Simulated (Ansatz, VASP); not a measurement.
## Two plane-wave programs on MgB2

Contents of POSCAR:

```
MgB2
1.0
    3.0705553600      0.0000000000      0.0000000000
   -1.5352776800      2.6591789400      0.0000000000
    0.0000000000      0.0000000000      3.5086786200
Mg B
1 2
Direct
    0.0000000000      0.0000000000      0.0000000000
    0.3333333300      0.6666666700      0.5000000000
    0.6666666700      0.3333333300      0.5000000000
```

File INCAR.step1:

```
SYSTEM = MgB2
PREC     = Accurate       ! precision mode
ENCUT    = 520            ! plane-wave cutoff, eV
ISMEAR   = -1             ! smearing method
SIGMA    = 0.1            ! smearing width, eV
LREAL    = .FALSE.        ! projectors in reciprocal space
LASPH    = .TRUE.         ! aspherical terms in the spheres
NELM     = 80             ! most SCF steps
NBANDS   = 11             ! bands
GGA      = PE             ! functional
ALGO     = Normal         ! electronic algorithm
EDIFF    = 1E-4           ! SCF threshold, eV
LWAVE    = .TRUE.         ! write WAVECAR
LCHARG   = .FALSE.        ! write CHGCAR
```

The input INCAR.step2:

```
SYSTEM = MgB2
PREC     = Accurate       ! precision mode
ENCUT    = 520            ! plane-wave cutoff, eV
EDIFF    = 1E-6           ! SCF threshold, eV
ISMEAR   = -1             ! smearing method
SIGMA    = 0.1            ! smearing width, eV
LREAL    = .FALSE.        ! projectors in reciprocal space
LASPH    = .TRUE.         ! aspherical terms in the spheres
NELM     = 80             ! most SCF steps
ALGO     = Normal         ! electronic algorithm
ISIF     = 2              ! what is computed and relaxed
LWAVE    = .FALSE.        ! write WAVECAR
LCHARG   = .FALSE.        ! write CHGCAR
METAGGA  = R2SCAN         ! meta-GGA
LMIXTAU  = .TRUE.       
NBANDS   = 11             ! bands
ISTART   = 1
```

Contents of KPOINTS:

```
regular mesh
0
G
  13 13 10
  0 0 0
```

Input for Ansatz:

```yaml
crystal:
  lattice:
    - [3.07055536, 0.0, 0.0]
    - [-1.53527768, 2.65917894, 0.0]
    - [0.0, 0.0, 3.50867862]
  atoms:
    - { symbol: Mg, position: [0.0, 0.0, 0.0] }
    - { symbol: B, position: [0.33333333, 0.66666667, 0.5] }
    - { symbol: B, position: [0.66666667, 0.33333333, 0.5] }
  symmetry: { tolerance: 0.0003 }
hamiltonian:
  xc: r2scan
  pseudopotentials: { kind: paw, azcp: { folder: soft_1 } }
basis:
  ecutwfc: 500
magnetization:
  spin_polarized: false
scf:
  occupations: { method: fermi_dirac, width: 0.1 }
kpoints:
  mp_grid: { grid: [13, 13, 10], shift: [0, 0, 0] }
  band_path:
    path:
      - [0.0, 0.0, 0.0]
      - [0.5, 0.0, 0.0]
      - [0.33333333, 0.33333333, 0.0]
      - [0.0, 0.0, 0.0]
      - [0.0, 0.0, 0.5]
      - [0.5, 0.0, 0.5]
      - [0.33333333, 0.33333333, 0.5]
      - [0.0, 0.0, 0.5]
      - [0.5, 0.0, 0.5]
      - [0.5, 0.0, 0.0]
      - [0.33333333, 0.33333333, 0.5]
    npoints: 11
output:
  forces: true
  stress: true
  eigenvalues: true
  bader: true
  populations: true
  elf: true
  write_potential: true
  write_density: true
  volumetric_format: npy
  dos:
    e_range: [-12, 8]
    de: 0.05
    projected: { site_lists: { B: [B], Mg: [Mg] } }
```

Alike in both runs: task single point; functional r2SCAN; k mesh 13 × 13 × 10; occupations fermi-dirac, width 0.1 eV; no spin polarisation.

```csv
,VASP,Ansatz
version,VASP 6.6.1,Ansatz 0.2.0
potentials or method,"VASP PAW PBE potentials, release 64 (Mg, B)",PAW plane waves
plane-wave cutoff (eV),520,500
valence electrons in the cell,8,16
```

Ansatz gave:

| Quantity | Value |
| --- | --- |
| pressure (GPa) | 0.0 |
| largest component of the traceless stress (GPa) | 0.72 |

Q: What did VASP give for the same quantities?

A: Pressure (GPa): -0.5; largest component of the traceless stress (GPa): 0.43.

The functional is the same, so the differences come from potentials, cutoffs and numerics. The two sets of potentials don't hold the same shells in valence.

Caveats: the PAW data sets were made with another functional, which shifts forces and pressure a little (VASP).
